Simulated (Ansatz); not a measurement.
Here is an Ansatz 0.2.0 calculation.

Contents of input.yaml:

```yaml
crystal:
  lattice:
    - [0.0, 2.56477, 2.56477]
    - [2.56477, 0.0, 2.56477]
    - [2.56477, 2.56477, 0.0]
  atoms:
    - { symbol: Cl, position: [0.5, 0.5, 0.5] }
    - { symbol: Li, position: [0.0, 0.0, 0.0] }
hamiltonian:
  xc: { exchange: pbe, correlation: pbe, exx: { coeff: 0.4, omega: 0.2 } }
  pseudopotentials: { kind: paw }
kpoints:
  mp_grid: { grid: [5, 5, 5] }
scf:
  occupations: { method: fermi_dirac, width: 0.05 }
output:
  forces: true
  stress: true
  eigenvalues: true
```

Potentials or basis: Ansatz PAW.

Launch:

```bash
$ ansatz run input.yaml --threads 2 --pin off --max-ram 5632MiB --backend cpu --events-out ev --progress --plain --runs-dir out
```

Q: Predict the band gap on the k mesh.

A: 8.62 eV, direct.

Q: Estimate the pressure.

A: -0.7 GPa.

Caveat: the k mesh is coarse (spacing up to 0.42 Å⁻¹), so the values aren't converged, least of all with exact exchange; odd divisions of the mesh miss points on the zone boundary, where band edges often lie, so the gap on the mesh can be too wide; the PAW data sets come from PBE, with cores solved anew for the run's functional, which leaves a small shift of forces and pressure; the thresholds are loose for stress.
